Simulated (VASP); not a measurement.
Runs of VASP 6.6.1 on TiO2. The structure is tetragonal, space group P4_2/mnm (No. 136). Conventional cell: a = 4.600 Å, b = 4.600 Å, c = 2.959 Å, α = 90.00°, β = 90.00°, γ = 90.00°. Ti (site symmetry mmm) has 6 O at 1.95 to 1.98 Å as nearest neighbours. Around O (site symmetry m2m) lie 3 Ti at 1.95 to 1.98 Å. The cell is a database's computed one.

```csv
task,level,potentials or basis,cell,k mesh,cutoff (eV),smearing,ladder,GW scheme,GW iterations,cutoff of the response function,frequency points,mesh quality,gap on the mesh (eV),pressure (GPa),relaxed volume (Å³/atom),largest force (eV/Å)
band structure,PBE,"VASP PAW PBE potentials, release 64 (Ti_sv_GW, O_GW)",as given,6 × 6 × 9,550,fermi-dirac 0.05 eV,-,-,-,-,-,not flagged,(a),3.2,-,0.01
band structure,PBE,"VASP PAW PBE potentials, release 64 (Ti_pv, O)",as given,6 × 6 × 9,520,fermi-dirac 0.05 eV,-,-,-,-,-,not flagged,1.81,5.6,-,0.04
relaxation of cell and atoms,PBEsol,"VASP PAW PBE potentials, release 64 (Ti_sv, O)",relaxed,6 × 6 × 9,600,fermi-dirac 0.05 eV,-,-,-,-,-,not flagged,1.83,0.0,(b),-
relaxation of cell and atoms,revPBE+D3,"VASP PAW PBE potentials, release 64 (Ti_sv, O)",relaxed,6 × 6 × 9,600,fermi-dirac 0.05 eV,-,-,-,-,-,not flagged,1.84,0.0,10.61,-
band structure,LMBJ,"VASP PAW PBE potentials, release 64 (Ti_sv, O)",as given,6 × 6 × 9,520,fermi-dirac 0.05 eV,-,-,-,-,-,not flagged,2.84,-,-,-
band structure,SCAN,"VASP PAW PBE potentials, release 64 (Ti_sv, O)",as given,6 × 6 × 9,520,fermi-dirac 0.05 eV,-,-,-,-,-,not flagged,2.21,-0.7,-,0.04
relaxation of cell and atoms,optB86b-vdW,"VASP PAW PBE potentials, release 64 (Ti_sv, O)",relaxed,6 × 6 × 9,600,fermi-dirac 0.05 eV,-,-,-,-,-,not flagged,1.81,0.0,10.49,-
band structure,PBE,"VASP PAW PBE potentials, release 54 (Ti, O)",as given,6 × 6 × 9,500,fermi-dirac 0.05 eV,-,-,-,-,-,not flagged,1.70,-,-,-
relaxation of cell and atoms,PBEsol+D4,"VASP PAW PBE potentials, release 64 (Ti_sv, O)",relaxed,6 × 6 × 9,600,fermi-dirac 0.05 eV,-,-,-,-,-,not flagged,1.84,0.0,10.24,-
relaxation of cell and atoms,BEEF-vdW,"VASP PAW PBE potentials, release 64 (Ti_sv, O)",relaxed,6 × 6 × 9,600,fermi-dirac 0.05 eV,-,-,-,-,-,not flagged,1.81,0.0,10.76,-
relaxation of cell and atoms,PBE,"VASP PAW PBE potentials, release 64 (Ti_sv_GW, O_GW)",relaxed,6 × 6 × 9,630,fermi-dirac 0.05 eV,-,-,-,-,-,not flagged,1.85,-0.1,10.60,-
```

Alike in all rows: no spin polarisation.

Q: Estimate the missing entries.

A: (a) 1.86; (b) 10.34.

Caveats: the PAW data sets were made with another functional, which shifts forces and pressure a little (some runs); an odd mesh through Γ misses points on the zone boundary, where band edges often lie (some runs).

Not every run made on this cell is shown here.
